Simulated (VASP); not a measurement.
The system is TiO.

```xyz
2
Lattice="3.0310 0.0000 0.0000 -1.5155 2.6249 0.0000 0.0000 0.0000 3.2377" Properties=species:S:1:pos:R:3 pbc="T T T"
Ti    1.5155    0.8750    0.0000
O     0.0000    0.0000    1.6188
```

- Program: VASP 6.6.1
- Task: relaxation of cell and atoms
- Functional: PBEsol
- Potentials or basis: VASP PAW PBE potentials, release 64 (Ti_sv, O)
- Cutoff: 600 eV
- k mesh: 10 × 10 × 8
- Occupations: fermi-dirac, width 0.05 eV
- Spin: no spin polarisation

At the start: pressure -40.3 GPa; volume 12.88 Å³/atom.

Question: How do energy, volume and symmetry change on relaxing?

Answer: Over 9 steps the energy falls by 618.3 meV/atom and the volume is 9.43 Å³/atom (-26.8 %); space group P-6m2 (No. 187, to 0.05 Å).

Step by step:
| step | energy change (eV) | largest force (eV/Å) | pressure (GPa) | volume (Å³) |
| --- | --- | --- | --- | --- |
| 1 | 0.0000 | 0.0000 | -40.33 | 25.76 |
| 2 | -0.4682 | 0.0000 | 82.62 | 15.42 |
| 3 | -1.2336 | 0.0000 | -2.02 | 19.01 |
| 4 | -1.2351 | 0.0000 | -0.54 | 18.88 |
| 5 | -1.2351 | 0.0000 | 1.21 | 18.75 |
| 6 | -1.2364 | 0.0000 | 0.89 | 18.80 |
| 7 | -1.2364 | 0.0000 | 0.92 | 18.80 |
| 8 | -1.2364 | 0.0000 | -0.79 | 18.93 |
| 9 | -1.2366 | 0.0000 | -0.06 | 18.87 |

Final structure:
```yaml
crystal:
  lattice:
    - [2.79102, 0.00000, 0.00000]
    - [-1.39551, 2.41710, 0.00000]
    - [0.00000, 0.00000, 2.79649]
  atoms:
    - { symbol: Ti, position: [0.66667, 0.33333, 0.00000] }
    - { symbol: O, position: [0.00000, 0.00000, 0.50000] }
```

Caveat: the volume moved by over 15 % at a fixed basis, so the end points are rough; the PAW data sets were made with another functional, which shifts forces and pressure a little; the volume moved by -27 % from the deposited cell, more than functionals usually miss.
